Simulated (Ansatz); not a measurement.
# TiO2: the cost of one run

Computed with Ansatz 0.2.0 (DFT PBEsol, scalar-relativistic, plane waves, PAW, unless a step's input says otherwise).

That is the level of the relaxation; later steps name their own.

1 further run of the same task is left out (set aside as unsound or not needed).

## (1) The starting structure

The structure is orthorhombic, space group Pbcn (No. 60). The conventional cell has a = 4.538 Å, b = 5.495 Å, c = 4.879 Å, α = 90.00°, β = 90.00°, γ = 90.00°. Ti (site symmetry 2) has 6 O at 1.87 to 2.09 Å as nearest neighbours. Around O (site symmetry 1) lie 3 Ti at 1.87 to 2.09 Å.

Structure file:

```cif
data_structure
_symmetry_space_group_name_H-M 'Pbcn'
_symmetry_Int_Tables_number 60
_cell_length_a 4.5378
_cell_length_b 5.4949
_cell_length_c 4.8789
_cell_angle_alpha 90.000
_cell_angle_beta 90.000
_cell_angle_gamma 90.000
_cell_volume 121.66
loop_
_atom_site_label
_atom_site_type_symbol
_atom_site_symmetry_multiplicity
_atom_site_Wyckoff_symbol
_atom_site_fract_x
_atom_site_fract_y
_atom_site_fract_z
_atom_site_occupancy
Ti1 Ti 4 c 0.50000 0.67513 0.75000 1
O1 O 8 d 0.72843 0.61822 0.08121 1
```

It goes back to an entry of the Materials Project, which need not be the stable form.

This cell was relaxed beforehand with the same method: volume 10.14 Å³/atom, gap on the mesh 2.66 eV.

## (2) Band edges over the whole zone

Contents of input.yaml:

```yaml
crystal:
  lattice:
    - [4.5377931379, 0.0, 0.0]
    - [0.0, 5.4949478155, 0.0]
    - [0.0, 0.0, 4.8789254389]
  atoms:
    - { symbol: Ti, position: [0.5, 0.6751292638, 0.75] }
    - { symbol: Ti, position: [0.0, 0.8248707362, 0.25] }
    - { symbol: Ti, position: [0.5, 0.3248707362, 0.25] }
    - { symbol: Ti, position: [0.0, 0.1751292638, 0.75] }
    - { symbol: O, position: [0.7284324577, 0.6182171582, 0.0812061762] }
    - { symbol: O, position: [0.2284324577, 0.8817828418, 0.9187938238] }
    - { symbol: O, position: [0.7715675423, 0.8817828418, 0.5812061762] }
    - { symbol: O, position: [0.2715675423, 0.6182171582, 0.4187938238] }
    - { symbol: O, position: [0.7284324577, 0.3817828418, 0.5812061762] }
    - { symbol: O, position: [0.2284324577, 0.1182171582, 0.4187938238] }
    - { symbol: O, position: [0.7715675423, 0.1182171582, 0.0812061762] }
    - { symbol: O, position: [0.2715675423, 0.3817828418, 0.9187938238] }
basis:
  ecutwfc: 420
kpoints:
  mp_grid: { grid: [6, 4, 6] }
  band_path: { path: [VBM, CBM], npoints: 2 }
hamiltonian:
  xc: pbesol
scf:
  occupations: { method: gaussian, width: 0.02 }
output:
  forces: true
  stress: true
  eigenvalues: true
```

Run with:

```sh
ansatz run input.yaml --threads 4 --pin off --max-ram 10240MiB --backend cpu --events-out ev --progress --plain --runs-dir out
```

What time and memory should one allow on 4 threads of Intel Xeon Platinum 8488C (Sapphire Rapids), shared host?

About 16 s, with a peak of 0.7 GiB.
